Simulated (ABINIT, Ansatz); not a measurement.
## A GW run on RbBr (Fm-3m) in ABINIT, with inputs changed

What do changed inputs do to GW on RbBr (Fm-3m)?

Method: PBE and many-body steps on it, plane waves, in ABINIT 10.8.3.

This is a report of a sequence of runs, with most program output left out.

The database entry behind the starting cell differs from later determinations by our own check (about 0.5 % short), so it need not match the best structure at ambient conditions.

## Step 1: The starting structure

It takes space group Fm-3m (No. 225, cubic). Conventional cell: a = 6.854 Å, b = 6.854 Å, c = 6.854 Å, α = 90.00°, β = 90.00°, γ = 90.00°. Nearest to Rb lie 6 Br at 3.43 Å. Nearest to Br lie 6 Rb at 3.43 Å. Farther neighbours and most contacts between anions are not listed.

The cell and positions come from the Crystallography Open Database and are kept as given unless a step says otherwise.

## Step 2: Screening, 4×4×4 mesh, 604 bands, screening to 283 eV

This step: ABINIT 10.8.3; RPA screening on PBE, plane waves, norm-conserving pseudopotentials.

The RPA dielectric matrix is built and inverted for each q.

Contents of run.abi:

```
acell 3*1.0 Angstrom
rprim 
  0.000000000000 3.427000000000 3.427000000000
  3.427000000000 0.000000000000 3.427000000000
  3.427000000000 3.427000000000 -0.000000000000
ntypat 2
znucl 37 35
natom 2
typat 1 2
xred 
  0.000000000000 0.000000000000 0.000000000000
  0.500000000000 0.500000000000 0.500000000000
pp_dirpath "pseudos"
pseudos "Rb.upf, Br.upf"
ecut 19
ngkpt 4 4 4
nshiftk 1
shiftk 0 0 0
kptopt 1
chksymbreak 0
istwfk *1
occopt 1
irdwfk 1
optdriver 3
nband 604
ecuteps 10.4
inclvkb 2
awtr 1
symchi 1
indata_prefix "in"
outdata_prefix "out"
tmpdata_prefix "tmp"
```

Started as:

```console
$ OMP_NUM_THREADS=1 mpirun -n 4 abinit run.abi > log
```

Run time: 9.1 min. Hardware: 4 MPI ranks of Arm Neoverse V1, shared host; peak memory 3.3 GiB.

This step gave:

| Quantity | Value |
| --- | --- |
| ε∞ with local fields, on this mesh, along the program's q direction | 2.365 |
| the same without local fields | 2.844 |
| plasma frequency | 16.56 eV |
| plane waves in the screening matrix | 893 |

Local fields lower ε∞ by 17 %.

## Step 3: Base

The self-energy is evaluated for the states that the input lists, and the levels follow from it, in one-shot runs by the linearised quasiparticle equation.

This step: G0W0 on PBE, plane waves, norm-conserving pseudopotentials.

run.abi, as its differences from that of step 2:

```diff
@@ -23,8 +23,15 @@
 irdwfk 1
-optdriver 3
+optdriver 4
 nband 604
+gwcalctyp 0
+ecutsigx 19
+symsigma 1
+nkptgw 1
+kptgw 
+  0.0000000000 0.0000000000 0.0000000000
+bdgw 
+  6 12
 ecuteps 10.4
-inclvkb 2
-awtr 1
-symchi 1
+irdscr 1
+ppmodel 1
 indata_prefix "in"
```

It took 5.1 min on 4 MPI ranks; peak memory 4.5 GiB.

This step gave:

| Item | Value |
| --- | --- |
| G0W0 gap on the points computed | 6.888 eV |
| starting gap on the mesh | 4.364 eV |
| k of the valence top | 0, 0, 0 |
| k of the conduction bottom | 0, 0, 0 |
| Z at the valence top | 0.811 |
| Z at the conduction bottom | 0.867 |
| least direct G0W0 gap on the computed points | 6.888 eV |

The gap on the mesh goes from 4.36 eV to 6.89 eV, a correction of +2.52 eV.

## Step 4: Smaller part of the screening matrix

run.abi, as its differences from that of step 3:

```diff
@@ -33,3 +33,3 @@
   6 12
-ecuteps 10.4
+ecuteps 2.6
 irdscr 1
```

The job ended after 9.3 s (4 MPI ranks; peak memory 1.6 GiB).

Numbers from this step:

| Quantity | Value |
| --- | --- |
| G0W0 gap on the points computed | 6.629 eV |
| starting gap on the mesh | 4.364 eV |
| k of the valence top | 0, 0, 0 |
| k of the conduction bottom | 0, 0, 0 |
| Z at the valence top | 0.818 |
| Z at the conduction bottom | 0.868 |
| least direct G0W0 gap on the computed points | 6.629 eV |

## Step 5: The runs together

Times are wall times on 4 MPI ranks of Arm Neoverse V1, shared host, good to a factor of about two. A run's time includes the screening step that it read.

| run | mesh | bands | screening cutoff (eV) | DFT gap (eV) | gap on the mesh (eV) | direct (eV) | ε∞ used | time |
| --- | --- | --- | --- | --- | --- | --- | --- | --- |
| base | 4×4×4 | 604 | 283 | 4.364 | 6.888 | 6.888 | 2.37 | 14 min |
| smaller part of the screening matrix | 4×4×4 | 604 | 70.7 | 4.364 | 6.629 | 6.629 | 2.37 | 9.3 min |

## Step 6: Outcome

```json
{
  "base": "6.888 eV",
  "smaller part of the screening matrix": "6.629 eV",
  "known limits": "not at the basis limit; no spin-orbit coupling"
}
```

Smaller part of the screening matrix: −0.259 eV against base (keys changed: ecuteps). Bands and cutoff are finite, so the gap is not at the basis limit. The miss can reach some tenths of an eV and take either sign; the mesh is an error of its own. In the G0W0 runs levels were corrected at 1 k point alone, so a gap called «on the mesh» is the least over those, and an edge elsewhere would be missed. The many-body steps are scalar-relativistic: spin-orbit coupling is not in them.

[Paths, hosts, dates, memory and timing lines, banners, echoed tables and standing remarks are left out of the program output.]

[Logs are printed without paths, hosts, clocks, repeated set-up lines and the standing remarks that a program may print on its own settings, such as how far it seeks lower states.]

[Runs of the session that timed out or met a known fault of the program may be left out.]

[Hosts, paths, dates, database ids (printed as entryN), source tags and the programs' standing remarks are cut or masked in the printed files.]

[G0W0 gaps are taken among the corrected bands and points alone; a level outside them can change the order at an edge.]

[Where Ansatz stands beside ABINIT at settings called matched, ABINIT's density can come from a denser mesh and the files from another edition; pairs whose starting gaps differed by over 0.03 eV were left out, so agreement reads better than it is.]
